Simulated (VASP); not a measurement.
**TiTe2: equilibrium volume by level of theory**

```cif
data_structure
_symmetry_space_group_name_H-M 'P4/mmm'
_symmetry_Int_Tables_number 123
_cell_length_a 3.0256
_cell_length_b 3.0256
_cell_length_c 9.3016
_cell_angle_alpha 90.000
_cell_angle_beta 90.000
_cell_angle_gamma 90.000
_cell_volume 85.15
loop_
_atom_site_label
_atom_site_type_symbol
_atom_site_symmetry_multiplicity
_atom_site_Wyckoff_symbol
_atom_site_fract_x
_atom_site_fract_y
_atom_site_fract_z
_atom_site_occupancy
Ti1 Ti 1 a 0.00000 0.00000 0.00000 1
Te1 Te 2 g 0.00000 0.00000 0.29431 1
```

Measurements of this composition are mostly on another form, of space group No. 164.

```tsv
rung	level	program and potentials	cutoff (eV)	k mesh	smearing	equilibrium volume (Å³/atom)	notes
GGA	PBE	VASP, PBE PAW files Te, Ti_sv, 600 eV	600	9 × 9 × 3	gaussian 0.05	31.94	-
GGA	PBEsol	VASP, PBE PAW files Te, Ti_sv, 600 eV	600	9 × 9 × 3	fermi-dirac 0.05	29.09	potentials made for PBE
GGA + dispersion	PBEsol+D3(BJ)	VASP, PBE PAW files Te, Ti_sv, 600 eV	600	9 × 9 × 3	fermi-dirac 0.05	26.99	potentials made for PBE
GGA + dispersion	PBEsol+D3(zero damping)	VASP, PBE PAW files Te, Ti_sv, 600 eV	600	9 × 9 × 3	fermi-dirac 0.05	27.89	potentials made for PBE
GGA + dispersion	PBEsol+D4	VASP, PBE PAW files Te, Ti_sv, 600 eV	600	9 × 9 × 3	fermi-dirac 0.05	27.89	potentials made for PBE
non-local van der Waals functional	PBEsol+rVV10	VASP, PBE PAW files Te, Ti_sv, 600 eV	600	9 × 9 × 3	fermi-dirac 0.05	28.54	potentials made for PBE
```

Task: relaxation of cell and atoms. All rows: no spin polarisation. Smearing widths are in eV. For a metal such meshes aren't converged. Meshes are those of the run's cell of 3 atoms unless a note names another. Relaxations start from the cell shown or near it and stop with a little pressure left. Runs on faulty files, with rough fits or with known faults for this quantity aren't shown. No row holds spin-orbit coupling.

By rung: GGA 29.09 to 31.94; GGA + dispersion 26.99 to 27.89; non-local van der Waals functional 28.54 (Å³/atom).
